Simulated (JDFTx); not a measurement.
# CdS (Hawleyite) (F-43m) in JDFTx: further runs

The runs below take CdS (Hawleyite) through band structure, with LDA, PBEsol.

Everything below comes from runs of JDFTx 1.7.0 (patched build). Logs are shortened: lines on timing, memory, paths and dates and some standing lists are left out, and cuts for length are marked. The log counts tension as positive stress, the text compression.

**1. The structure**

The structure is cubic, space group F-43m (No. 216). The conventional cell has a = 5.833 Å, b = 5.833 Å, c = 5.833 Å, α = 90.00°, β = 90.00°, γ = 90.00°. Cd (site symmetry -43m) is surrounded by 4 S at 2.53 Å. S (site symmetry -43m) has 4 Cd at 2.53 Å as nearest neighbours.

**2. Band structure, LDA**

The input, bands.in:

```
include CdS.lattice
coords-type Lattice
include CdS.ionpos

ion-species pseudo/Cd.upf
ion-species pseudo/S.upf
elec-cutoff 51 408
elec-ex-corr lda-PW
elec-smearing Fermi 0.0018374661
elec-n-bands 19
electronic-minimize nIterations 30 energyDiffThreshold 1e-06
davidson-band-ratio 1.3
forces-output-coords Cartesian
include path.kpoints
symmetries none
fix-electron-density run.$VAR

dump-name bands.$VAR
dump End Ecomponents EigStats BandEigs Kpoints Forces
```

The input, CdS.lattice:

```
lattice \
    0.0000000000     5.5113862425     5.5113862425 \
    5.5113862425     0.0000000000     5.5113862425 \
    5.5113862425     5.5113862425     0.0000000000
```

The input, CdS.ionpos:

```
ion Cd     0.0000000000     0.0000000000     0.0000000000 1
ion S      0.7500000000     0.7500000000     0.7500000000 1
```

The input, path.kpoints:

```
kpoint +0.0000000000 +0.0000000000 +0.0000000000 0.020000000000
kpoint +0.0714285714 +0.0000000000 +0.0714285714 0.020000000000
kpoint +0.1428571429 +0.0000000000 +0.1428571429 0.020000000000
kpoint +0.2142857143 +0.0000000000 +0.2142857143 0.020000000000
kpoint +0.2857142857 +0.0000000000 +0.2857142857 0.020000000000
kpoint +0.3571428571 +0.0000000000 +0.3571428571 0.020000000000
kpoint +0.4285714286 +0.0000000000 +0.4285714286 0.020000000000
kpoint +0.5000000000 +0.0000000000 +0.5000000000 0.020000000000
kpoint +0.5000000000 +0.0833333333 +0.5833333333 0.020000000000
kpoint +0.5000000000 +0.1666666667 +0.6666666667 0.020000000000
kpoint +0.5000000000 +0.2500000000 +0.7500000000 0.020000000000
kpoint +0.4375000000 +0.3125000000 +0.7500000000 0.020000000000
kpoint +0.3750000000 +0.3750000000 +0.7500000000 0.020000000000
kpoint +0.3281250000 +0.3281250000 +0.6562500000 0.020000000000
kpoint +0.2812500000 +0.2812500000 +0.5625000000 0.020000000000
kpoint +0.2343750000 +0.2343750000 +0.4687500000 0.020000000000
kpoint +0.1875000000 +0.1875000000 +0.3750000000 0.020000000000
kpoint +0.1406250000 +0.1406250000 +0.2812500000 0.020000000000
kpoint +0.0937500000 +0.0937500000 +0.1875000000 0.020000000000
kpoint +0.0468750000 +0.0468750000 +0.0937500000 0.020000000000
kpoint +0.0000000000 +0.0000000000 +0.0000000000 0.020000000000
kpoint +0.0833333333 +0.0833333333 +0.0833333333 0.020000000000
kpoint +0.1666666667 +0.1666666667 +0.1666666667 0.020000000000
kpoint +0.2500000000 +0.2500000000 +0.2500000000 0.020000000000
kpoint +0.3333333333 +0.3333333333 +0.3333333333 0.020000000000
kpoint +0.4166666667 +0.4166666667 +0.4166666667 0.020000000000
kpoint +0.5000000000 +0.5000000000 +0.5000000000 0.020000000000
kpoint +0.5250000000 +0.4500000000 +0.5250000000 0.020000000000
kpoint +0.5500000000 +0.4000000000 +0.5500000000 0.020000000000
kpoint +0.5750000000 +0.3500000000 +0.5750000000 0.020000000000
kpoint +0.6000000000 +0.3000000000 +0.6000000000 0.020000000000
kpoint +0.6250000000 +0.2500000000 +0.6250000000 0.020000000000
kpoint +0.5625000000 +0.2500000000 +0.6875000000 0.020000000000
kpoint +0.5000000000 +0.2500000000 +0.7500000000 0.020000000000
kpoint +0.5000000000 +0.2916666667 +0.7083333333 0.020000000000
kpoint +0.5000000000 +0.3333333333 +0.6666666667 0.020000000000
kpoint +0.5000000000 +0.3750000000 +0.6250000000 0.020000000000
kpoint +0.5000000000 +0.4166666667 +0.5833333333 0.020000000000
kpoint +0.5000000000 +0.4583333333 +0.5416666667 0.020000000000
kpoint +0.5000000000 +0.5000000000 +0.5000000000 0.020000000000
kpoint +0.4791666667 +0.4791666667 +0.5416666667 0.020000000000
kpoint +0.4583333333 +0.4583333333 +0.5833333333 0.020000000000
kpoint +0.4375000000 +0.4375000000 +0.6250000000 0.020000000000
kpoint +0.4166666667 +0.4166666667 +0.6666666667 0.020000000000
kpoint +0.3958333333 +0.3958333333 +0.7083333333 0.020000000000
kpoint +0.3750000000 +0.3750000000 +0.7500000000 0.020000000000
kpoint +0.6250000000 +0.2500000000 +0.6250000000 0.020000000000
kpoint +0.5833333333 +0.1666666667 +0.5833333333 0.020000000000
kpoint +0.5416666667 +0.0833333333 +0.5416666667 0.020000000000
kpoint +0.5000000000 +0.0000000000 +0.5000000000 0.020000000000
```

Potentials or basis: PseudoDojo-SR-LDA-0.4.1-standard with smoothed tails.

Run with:

```
jdftx -c 1 -i bands.in -o bands.out
```

What it wrote:

```text
*************** JDFTx 1.7.0 (patched build) ***************

Input parsed successfully to the following command list (including defaults):
[... the input with its defaults ...]

---------- Initializing the Grid ----------
R =
[            0      5.51139      5.51139  ]
[      5.51139            0      5.51139  ]
[      5.51139      5.51139            0  ]
unit cell volume = 334.821
G =
[  -0.570019   0.570019   0.570019  ]
[   0.570019  -0.570019   0.570019  ]
[   0.570019   0.570019  -0.570019  ]
Minimum fftbox size, Smin = [  72  72  72  ]
Chosen fftbox size, S = [  72  72  72  ]

---------- Initializing tighter grid for wavefunction operations ----------
R =
[            0      5.51139      5.51139  ]
[      5.51139            0      5.51139  ]
[      5.51139      5.51139            0  ]
unit cell volume = 334.821
G =
[  -0.570019   0.570019   0.570019  ]
[   0.570019  -0.570019   0.570019  ]
[   0.570019   0.570019  -0.570019  ]
Minimum fftbox size, Smin = [  52  52  52  ]
Chosen fftbox size, S = [  54  54  54  ]

---------- Exchange Correlation functional ----------
Initalized Slater LDA exchange.
Initalized Perdew-Wang LDA correlation.

---------- Setting up pseudopotentials ----------
Width of ionic core gaussian charges (only for fluid interactions / plotting) set to 0

Reading pseudopotential file 'pseudo/Cd.upf':
  'Cd' pseudopotential, 'SLA  PW   NOGX NOGC' functional
  Generated using ONCVPSP code by D. R. Hamann
  20 valence electrons, 4 orbitals, 6 projectors, 1001 radial grid points, with lMax = 2
    4S    l: 0   occupation:  2.0   eigenvalue: -3.889722
    4P    l: 1   occupation:  6.0   eigenvalue: -2.461797
    4D    l: 2   occupation: 10.0   eigenvalue: -0.437264
    5S    l: 0   occupation:  2.0   eigenvalue: -0.218845
  Core radius for overlap checks: 1.32 bohrs.

Reading pseudopotential file 'pseudo/S.upf':
  'S' pseudopotential, 'SLA  PW   NOGX NOGC' functional
  Generated using ONCVPSP code by D. R. Hamann
  6 valence electrons, 2 orbitals, 6 projectors, 1001 radial grid points, with lMax = 2
    3S    l: 0   occupation:  2.0   eigenvalue: -0.635064
    3P    l: 1   occupation:  4.0   eigenvalue: -0.261175
  Core radius for overlap checks: 1.67 bohrs.

Initialized 2 species with 2 total atoms.

Folded 50 k-points by 1x1x1 to 50 k-points.

---------- Setting up k-points, bands, fillings ----------
No reducable k-points.
Computing the number of bands and number of electrons
Calculating initial fillings.
nElectrons:  26.000000   nBands: 19   nStates: 50

----- Setting up reduced wavefunction bases (one per k-point) -----
average nbasis = 5825.140 , ideal nbasis = 5824.542

---------- Setting up ewald sum ----------
Optimum gaussian width for ewald sums = 2.503176 bohr.
Real space sum over 1331 unit cells with max indices [  5  5  5  ]
Reciprocal space sum over 2197 terms with max indices [  6  6  6  ]

---------- Allocating electronic variables ----------
Reading n from file 'run.n' ... done
Initializing wave functions:  linear combination of atomic orbitals
Note: number of bands (19) exceeds available atomic orbitals (14)

----------- Band structure minimization -------------
Minimization will be done independently for each quantum number.

---- Minimization of quantum number:     0  [ +0.0000000 +0.0000000 +0.0000000 ]  0.040000000 ----
BandDavidson: Iter:   0  Eband: -0.205325331125146
BandDavidson: Iter:   1  Eband: -0.238062079528592  dEband: -3.273675e-02
BandDavidson: Iter:   2  Eband: -0.245593829617868  dEband: -7.531750e-03
BandDavidson: Iter:   3  Eband: -0.247159835277869  dEband: -1.566006e-03
[... 794 lines of inner loops ...]
BandDavidson: Iter:  10  Eband: -0.245754961170059  dEband: -1.121200e-06
BandDavidson: Iter:  11  Eband: -0.245755544857138  dEband: -5.836871e-07
BandDavidson: Converged (dEband<1.000000e-06)
	FillingsUpdate:  mu: +0.263395409  nElectrons: 26.000000

Dumping 'bands.eigStats' ...
	eMin: -3.470325 at state 21 ( [ +0.083333 +0.083333 +0.083333 ] spin 0 )
	HOMO: +0.246312 at state 0 ( [ +0.000000 +0.000000 +0.000000 ] spin 0 )
	mu  : +0.263395
	LUMO: +0.277993 at state 20 ( [ +0.000000 +0.000000 +0.000000 ] spin 0 )
	eMax: +0.720461 at state 9 ( [ +0.500000 +0.166667 -0.333333 ] spin 0 )
	HOMO-LUMO gap: +0.031680
	Optical gap  : +0.031680 at state 0 ( [ +0.000000 +0.000000 +0.000000 ] spin 0 )
Done!
[note: mu, HOMO and LUMO in a band run belong to the points of the path alone and aren't those of the crystal]
```

Run time: 79 s. Hardware: 1 thread of Intel Xeon Platinum 8375C at 2.90GHz (Ice Lake), shared host; peak memory 0.16 GiB.

What came out:

- Band gap along the path: 0.86 eV, direct

Levels at the corners of the path, in eV from the valence-band top:
| point | band 10 | band 11 | band 12 | band 13 | band 14 | band 15 | band 16 | band 17 |
| --- | --- | --- | --- | --- | --- | --- | --- | --- |
| Γ | -7.26 | 0.00 | 0.00 | 0.00 | 0.86 | 6.34 | 6.34 | 6.34 |
| X | -6.82 | -4.06 | -1.92 | -1.92 | 3.31 | 4.15 | 8.92 | 10.53 |
| W | -6.63 | -4.01 | -2.33 | -2.24 | 5.24 | 5.26 | 6.99 | 7.79 |
| K | -6.68 | -4.04 | -2.60 | -1.56 | 4.01 | 5.26 | 8.22 | 8.84 |
| Γ | -7.26 | 0.00 | 0.00 | 0.00 | 0.86 | 6.34 | 6.34 | 6.34 |
| L | -6.88 | -4.52 | -0.77 | -0.77 | 2.76 | 6.82 | 6.82 | 7.21 |
| U | -6.68 | -4.04 | -2.60 | -1.56 | 4.01 | 5.26 | 8.22 | 8.84 |
| W | -6.63 | -4.01 | -2.33 | -2.24 | 5.24 | 5.26 | 6.99 | 7.79 |
| L | -6.88 | -4.52 | -0.77 | -0.77 | 2.76 | 6.82 | 6.82 | 7.21 |
| K | -6.68 | -4.04 | -2.60 | -1.56 | 4.01 | 5.26 | 8.22 | 8.84 |
| U | -6.68 | -4.04 | -2.60 | -1.56 | 4.01 | 5.26 | 8.22 | 8.84 |
| X | -6.82 | -4.06 | -1.92 | -1.92 | 3.31 | 4.15 | 8.92 | 10.53 |

**3. Band structure, PBEsol**

bands.in: that of step 2 with these lines changed.

```diff
@@ -1,4 +1,9 @@
-include CdS.lattice
+lattice \
+    0.0000000000     2.9165000000     2.9165000000 \
+    2.9165000000     0.0000000000     2.9165000000 \
+    2.9165000000     2.9165000000     0.0000000000
+latt-scale 1.889726124626 1.889726124626 1.889726124626
 coords-type Lattice
-include CdS.ionpos
+ion Cd     0.0000000000     0.0000000000     0.0000000000 1
+ion S      0.7500000000     0.7500000000     0.7500000000 1
 
@@ -7,3 +12,3 @@
 elec-cutoff 51 408
-elec-ex-corr lda-PW
+elec-ex-corr gga-PBEsol
 elec-smearing Fermi 0.0018374661
```

path.kpoints is that of step 2.

Potentials or basis: PseudoDojo-SR-PBEsol-0.4.1-standard with smoothed tails.

Run with:

```
jdftx -c 1 -i bands.in -o bands.out
```

It took 65 s on 1 thread of Arm Neoverse V2, shared host; peak memory 0.18 GiB.

The run converged. Its results:

```yaml
Band_gap_along_the_path: 1.00 eV, direct
```

Levels at the corners of the path, in eV from the valence-band top:
| point | band 9 | band 10 | band 11 | band 12 | band 13 | band 14 | band 15 | band 16 | band 17 |
| --- | --- | --- | --- | --- | --- | --- | --- | --- | --- |
| Γ | -7.24 | -7.24 | 0.00 | 0.00 | 0.00 | 1.00 | 6.42 | 6.42 | 6.42 |
| X | -7.15 | -6.79 | -4.01 | -1.91 | -1.91 | 3.40 | 4.25 | 9.04 | 10.66 |
| W | -7.23 | -6.60 | -3.96 | -2.31 | -2.22 | 5.30 | 5.36 | 7.10 | 7.87 |
| K | -7.19 | -6.65 | -3.99 | -2.58 | -1.55 | 4.10 | 5.35 | 8.32 | 8.92 |
| Γ | -7.24 | -7.24 | 0.00 | 0.00 | 0.00 | 1.00 | 6.42 | 6.42 | 6.42 |
| L | -7.20 | -6.86 | -4.47 | -0.76 | -0.76 | 2.89 | 6.89 | 6.89 | 7.31 |
| U | -7.19 | -6.65 | -3.99 | -2.58 | -1.55 | 4.10 | 5.35 | 8.32 | 8.92 |
| W | -7.23 | -6.60 | -3.96 | -2.31 | -2.22 | 5.30 | 5.36 | 7.10 | 7.87 |
| L | -7.20 | -6.86 | -4.47 | -0.76 | -0.76 | 2.89 | 6.89 | 6.89 | 7.31 |
| K | -7.19 | -6.65 | -3.99 | -2.58 | -1.55 | 4.10 | 5.35 | 8.32 | 8.92 |
| U | -7.19 | -6.65 | -3.99 | -2.58 | -1.55 | 4.10 | 5.35 | 8.32 | 8.92 |
| X | -7.15 | -6.79 | -4.01 | -1.91 | -1.91 | 3.40 | 4.25 | 9.04 | 10.66 |
